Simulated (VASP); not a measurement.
**CsSnI3 under changes of volume**

One of the cells (48.667 Å³/atom); the others are scaled copies at fixed shape and fractional positions:

```
Cs I Sn
1.0
     6.24310    0.00000    0.00000
     0.00000    6.24310    0.00000
     0.00000    0.00000    6.24310
Cs I Sn
1 3 1
Direct
  0.00000 0.00000 0.00000
  0.50000 0.50000 0.00000
  0.50000 0.00000 0.50000
  0.00000 0.50000 0.50000
  0.50000 0.50000 0.50000
```

```yaml
Program: VASP 6.6.1
Functional: r2SCAN
Potentials_or_basis: VASP PAW PBE potentials, release 64 (Cs_sv, I, Sn_d)
Cutoff: 520 eV
k_mesh: 4 × 4 × 4
Occupations: gaussian, width 0.02 eV
Spin: no spin polarisation
```

| volume (Å³/atom) | energy over the lowest point (meV/atom) | pressure (GPa) | gap on the mesh (eV) |
| --- | --- | --- | --- |
| 46.720 | 4.80 | 0.7 | 0.31 |
| 47.693 | 1.21 | 0.4 | 0.41 |
| 48.667 | 0.00 | 0.0 | 0.51 |
| 49.640 | ? | ? | ? |
| 50.613 | 3.75 | -0.6 | 0.68 |

**Question.** What does the run at 49.640 Å³/atom give?

**Answer.** Energy over the lowest point 0.93 meV/atom; pressure -0.3 GPa; gap on the mesh 0.60 eV.

Worked out: A Birch-Murnaghan fit of order 2 (a polynomial in V^(-2/3)) to the other rows has its minimum at 48.72 Å³/atom with B0 = V·E''(V) = 17.5 GPa. It gives 0.91 meV/atom at 49.640 Å³/atom, against the run's 0.93, and -dE/dV = -0.3 GPa, against -0.3. A straight line through the other rows of the gap, of slope 4.62 eV per unit of ln V (its deformation potential), gives 0.59 eV, against the run's 0.60.

Energies are extrapolated to zero smearing.

Caveats: the PAW data sets were made with another functional, which shifts forces and pressure a little; spin-orbit coupling is left out, which moves the levels of the heavy elements.

A mesh can miss the band edges.
